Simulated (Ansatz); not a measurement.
Crystal: Pd.

```
CELL_PARAMETERS angstrom
2.78367 0.00000 0.00000
-1.39183 2.41072 0.00000
0.00000 0.00000 4.62889
ATOMIC_POSITIONS crystal
Pd 0.33333 0.66667 0.25000
Pd 0.66667 0.33333 0.75000
```

This isn't the form of Pd at room conditions, which is fcc.

```yaml
Program: Ansatz 0.2.0
Task: single point
Functional: PBE
Potentials_or_basis: all-electron LAPW, scalar-relativistic
Cutoff: 260 eV (chosen from the basis error)
Basis_error_allowed: 0.001 eV/atom
k_mesh: 11 × 11 × 6
Occupations: fermi-dirac, width 0.05 eV
Spin: no spin polarisation
```

On this cell: pressure -1.5 GPa; largest force under 0.003 eV/Å; band gap on the k mesh none (metal or under the smearing width).

The same run follows on a disturbed copy (atoms moved at random, drawn with an rms of 0.05 Å):

```
CELL_PARAMETERS angstrom
2.78367 0.00000 0.00000
-1.39183 2.41072 0.00000
0.00000 0.00000 4.62889
ATOMIC_POSITIONS crystal
Pd 0.32850 0.69168 0.24099
Pd 0.66929 0.34399 0.75873
```

Problem. What changes?

Solution. The energy (extrapolated to zero smearing) moves by +14.4 meV/atom; pressure -0.8 GPa; largest force 0.674 eV/Å; band gap on the k mesh none (metal or under the smearing width).

Forces in eV/Å, atoms in the order of the input:
```
Pd   0.033 -0.033  0.672
Pd  -0.033  0.033 -0.672
```

Stress tensor (GPa, compression positive):
```
-1.38  0.42  0.16
 0.42 -0.63 -0.15
 0.16 -0.15 -0.29
```
